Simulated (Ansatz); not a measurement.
# YN: the cost of one run

Method: DFT PBE, scalar-relativistic, plane waves, PAW, in Ansatz 0.2.0.

### 1 Starting point

Symmetry: Fm-3m, No. 225, cubic system. The conventional cell has a = 4.877 Å, b = 4.877 Å, c = 4.877 Å, α = 90.00°, β = 90.00°, γ = 90.00°. Y (site symmetry m-3m) has 6 N at 2.44 Å as nearest neighbours. Around N (site symmetry m-3m) lie 6 Y at 2.44 Å.

Coordinates:

```cif
data_structure
_symmetry_space_group_name_H-M 'Fm-3m'
_symmetry_Int_Tables_number 225
_cell_length_a 4.8770
_cell_length_b 4.8770
_cell_length_c 4.8770
_cell_angle_alpha 90.000
_cell_angle_beta 90.000
_cell_angle_gamma 90.000
_cell_volume 116.00
loop_
_atom_site_label
_atom_site_type_symbol
_atom_site_symmetry_multiplicity
_atom_site_Wyckoff_symbol
_atom_site_fract_x
_atom_site_fract_y
_atom_site_fract_z
_atom_site_occupancy
Y1 Y 4 a 0.00000 0.00000 0.00000 1
N1 N 4 b 0.50000 0.00000 0.00000 1
```

The start is a polymorph listed in a database, not an invented cell.

### 2 The guess as it stands, on a coarse mesh

The input, input.yaml:

```yaml
crystal:
  lattice:
    - [0.0, 2.43849993, 2.43849993]
    - [2.43849993, 0.0, 2.43849993]
    - [2.43849993, 2.43849993, 0.0]
  atoms:
    - { symbol: "Y", position: [0.0, 0.0, 0.0] }
    - { symbol: "N", position: [0.5, 0.5, 0.5] }
basis:
  ecutwfc: 420
kpoints:
  mp_grid: { grid: [6, 6, 6] }
hamiltonian:
  xc: pbe
scf:
  occupations: { method: gaussian, width: 0.1 }
  lower_state_search: "off"
output:
  forces: true
  stress: true
  eigenvalues: true
```

Started as:

```sh
$ ansatz run input.yaml --threads 1 --pin off --max-ram 2560MiB --backend cpu --events-out ev --progress --plain --runs-dir out
```

What time and memory should one allow on 1 thread of AMD EPYC, shared host?

About 3.1 s, with a peak of 0.32 GiB.
